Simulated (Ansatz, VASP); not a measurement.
**Zn in VASP and in Ansatz**

Contents of INCAR:

```
  PREC = Accurate
  ENCUT = 520
  EDIFF = 1E-7
  ISMEAR = -1
  SIGMA = 0.05
  LREAL = False
  LASPH = True
  NELM = 100
  ALGO = Normal
  ISIF = 2
  LWAVE = False
  LCHARG = False
  GGA = PE
  NBANDS = 12
```

Contents of KPOINTS:

```
regular mesh
0
Gamma
  12 12 12
```

The input POSCAR:

```
Zn
1.0
   -1.5478311978      1.5478311978      1.5478311978
    1.5478311978     -1.5478311978      1.5478311978
    1.5478311978      1.5478311978     -1.5478311978
Zn
1
Direct
    0.0000000000      0.0000000000      0.0000000000
```

Contents of input.yaml:

```yaml
crystal:
  lattice:
    - [-1.5478311978, 1.5478311978, 1.5478311978]
    - [1.5478311978, -1.5478311978, 1.5478311978]
    - [1.5478311978, 1.5478311978, -1.5478311978]
  atoms:
    - { symbol: Zn, position: [0.0, 0.0, 0.0] }
hamiltonian:
  xc: pbe
  pseudopotentials: { kind: paw }
kpoints:
  mp_grid: { grid: [12, 12, 12] }
scf:
  occupations: { method: fermi_dirac, width: 0.05 }
output:
  forces: true
  stress: true
  eigenvalues: true
```

Change from the starting cell: volume scaled by 0.96.

Alike in both runs: task single point; functional PBE; k mesh 12 × 12 × 12; occupations fermi-dirac, width 0.05 eV; no spin polarisation.

|  | VASP | Ansatz |
| --- | --- | --- |
| version | VASP 6.6.1 | Ansatz 0.2.0 |
| potentials or method | VASP PAW PBE potentials, release 64 (Zn) | Ansatz PAW |
| plane-wave cutoff (eV) | 520 | 420 |
| valence electrons in the cell | 12 | 12 |

VASP gave:

```
gap on the k mesh at the Fermi level (eV) : none
pressure (GPa)                            : 2.7
```

Problem. Which values does Ansatz return?

Solution. gap on the k mesh at the Fermi level (eV): none; pressure (GPa): 2.4.

A gap of «none» marks a metal or a gap that the smearing closes.
